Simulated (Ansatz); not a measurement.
**What a change of settings does to a run on Mo**

The cell is COD entry 9011605, as deposited and not checked against the literature; nothing was relaxed. It is an old determination, and later ones may differ.

First run: DFT, PBE, all-electron LAPW, non-relativistic (Ansatz 0.2.0).

Command: `ansatz run input.yaml --threads 1 --pin off --max-ram 2048MiB --backend cpu --events-out ev --progress --plain --runs-dir out` The run took 13 s on 1 thread of Arm Neoverse V1, on a shared host, peak memory 0.31 GiB.

```yaml
crystal:
  lattice:
    - [-1.571, 1.571, 1.571]
    - [1.571, -1.571, 1.571]
    - [1.571, 1.571, -1.571]
  atoms:
    - { symbol: Mo, position: [0.0, 0.0, 0.0] }
kpoints:
  mp_grid: { grid: [16, 16, 16] }
  band_path:
    path:
      - [0.0, 0.0, 0.0]
      - [0.5, -0.5, 0.5]
      - [0.0, 0.0, 0.5]
      - [0.0, 0.0, 0.0]
      - [0.25, 0.25, 0.25]
      - [0.5, -0.5, 0.5]
      - [0.25, 0.25, 0.25]
      - [0.0, 0.0, 0.5]
    npoints: 5
scf:
  occupations: { method: fermi_dirac, width: 0.05 }
hamiltonian:
  xc: pbe
  pseudopotentials:
    kind: all_electron
    lapw: { basis_error: 0.001 }
    relativity: none
output:
  forces: true
  stress: true
  eigenvalues: true
```

Result: converged; pressure 7.98 GPa; no gap on the k mesh; 7 SCF iterations.

The input is then changed:

```diff
@@ -5,5 +5,5 @@
     - [1.571, 1.571, -1.571]
   atoms:
-    - { symbol: Mo, position: [0.0, 0.0, 0.0] }
+    - { symbol: Mo, position: [0.0, 0.0, 0.0], spin: 0.2 }
 kpoints:
   mp_grid: { grid: [16, 16, 16] }
@@ -22,5 +22,5 @@
   occupations: { method: fermi_dirac, width: 0.05 }
 hamiltonian:
-  xc: pbe
+  xc: lda
   pseudopotentials:
     kind: all_electron
@@ -31,3 +31,5 @@
   stress: true
   eigenvalues: true
+magnetization:
+  spin_polarized: true
```

(1) What does the second run give?

## Answers

(1) It converged; pressure -4.97 GPa; moment 0.00 μB; 9 SCF iterations.
